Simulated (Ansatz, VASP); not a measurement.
**PbI2: VASP beside Ansatz**

The input INCAR:

```
PREC = Accurate
ENCUT = 520
EDIFF = 1E-7
ISMEAR = -1
SIGMA = 0.05
LREAL = False
LASPH = True
NELM = 80
ALGO = Normal
ISIF = 2
LWAVE = False
LCHARG = False
GGA = PS
NBANDS = 21
```

The input KPOINTS:

```
Automatic mesh
0
Gamma
  7 7 4
```

The input POSCAR:

```
PbI2
1.0
    4.5244286091      0.0000000000      0.0000000000
   -2.2622143045      3.9182701130      0.0000000000
    0.0000000000      0.0000000000      6.9301730857
Pb I
1 2
Direct
    0.0000000000      0.0000000000      0.0000000000
    0.6666666667      0.3333333333      0.7350000000
    0.3333333333      0.6666666667      0.2650000000
```

input.yaml

```yaml
crystal:
  lattice:
    - [4.5244286091, 0.0, 0.0]
    - [-2.2622143045, 3.918270113, 0.0]
    - [0.0, 0.0, 6.9301730857]
  atoms:
    - { symbol: Pb, position: [0.0, 0.0, 0.0] }
    - { symbol: I, position: [0.6666666667, 0.3333333333, 0.735] }
    - { symbol: I, position: [0.3333333333, 0.6666666667, 0.265] }
hamiltonian:
  xc: pbesol
  pseudopotentials: { kind: paw }
kpoints:
  mp_grid: { grid: [7, 7, 4] }
scf:
  occupations: { method: fermi_dirac, width: 0.05 }
output:
  forces: true
  stress: true
  eigenvalues: true
```

Change from the starting cell: volume scaled by 0.98.

Alike in both runs: task single point; functional PBEsol; k mesh 7 × 7 × 4; occupations fermi-dirac, width 0.05 eV; no spin polarisation.

|  | VASP | Ansatz |
| --- | --- | --- |
| version | VASP 6.6.1 | Ansatz 0.2.0 |
| potentials or method | VASP PAW PBE potentials, release 64 (Pb_d, I) | Ansatz PAW |
| plane-wave cutoff (eV) | 520 | 420 |
| valence electrons in the cell | 28 | 48 |

VASP gave:

| Item | Value |
| --- | --- |
| gap on the k mesh at the Fermi level (eV) | 2.09 |
| least direct gap on the mesh (eV) | 2.09 |
| pressure (GPa) | 0.6 |
| largest component of the traceless stress (GPa) | 0.10 |
| rms of the force components (eV/Å) | 0.054 |

**Question.** Estimate Ansatz's values.

**Answer.** gap on the k mesh at the Fermi level (eV): 2.10; least direct gap on the mesh (eV): 2.10; pressure (GPa): 0.6; largest component of the traceless stress (GPa): 0.10; rms of the force components (eV/Å): 0.053.

Atom by atom the forces differ by 0.001 eV/Å (rms over components). With one functional, cell and mesh, what is left measures potentials, basis and numerics. The two sets of potentials don't hold the same shells in valence.

Caveats: spin-orbit coupling is left out, which as a rule narrows the gap of such compounds by several tenths of an eV; this functional lacks dispersion, which binds the layers, so the pressure and a relaxed spacing across them are unreliable; the PAW data sets were made with another functional, which shifts forces and pressure a little (VASP); an odd mesh through Γ misses points on the zone boundary, where band edges often lie (VASP); odd divisions of the mesh miss points on the zone boundary, where band edges often lie, so the gap on the mesh can be too wide (Ansatz); the PAW data sets come from PBE, with cores solved anew for the run's functional, which leaves a small shift of forces and pressure (Ansatz).
